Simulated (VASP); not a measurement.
A run of VASP 6.6.1:

INCAR

```
SYSTEM = Pd
PREC = Accurate ; ENCUT = 520
EDIFF = 1E-6 ; ISMEAR = 1
SIGMA = 0.1 ; LREAL = .False.
LASPH = .True. ; NELM = 120
ALGO = Normal ; ISIF = 3
LWAVE = .False. ; LCHARG = .False.
METAGGA = R2SCAN ; LMIXTAU = .True.
IBRION = 2 ; NSW = 90
EDIFFG = -0.01 ; LATTICE_CONSTRAINTS = .FALSE. .FALSE. .TRUE.
KPAR = 2
```

Contents of KPOINTS:

```
regular mesh
0
Gamma
  19 19 6
  0 0 0
```

Contents of POSCAR:

```
Pd
1.0
    2.7656218900      0.0000000000      0.0000000000
   -1.3828110000      2.3950988700      0.0000000000
    0.0000000000      0.0000000000     13.5487256900
Pd
6
Direct
    0.0000000000      0.0000000000      0.0000000000
    0.3333330000      0.6666670000      0.1666666500
    0.6666670000      0.3333330000      0.3333333100
    0.0000000000      0.0000000000      0.4999999600
    0.3333330000      0.6666670000      0.6666666200
    0.6666670000      0.3333330000      0.8333332700
```

Potentials or basis: VASP PAW PBE potentials, release 64 (Pd).

Run with:

```sh
$ cat potpaw_PBE.64/Pd/POTCAR > POTCAR
$ mpirun -np 2 vasp_std > vasp.out
```

Hardware: 2 MPI ranks on AMD EPYC 7R13 Processor (Zen 3), on a shared host.

Estimate the wall time of this run.

It took 71 min on 2 MPI ranks on AMD EPYC 7R13 Processor (Zen 3), on a shared host, peak memory 0.61 GiB a rank. Counts: scf iterations 40, k points 220, ion steps 2.
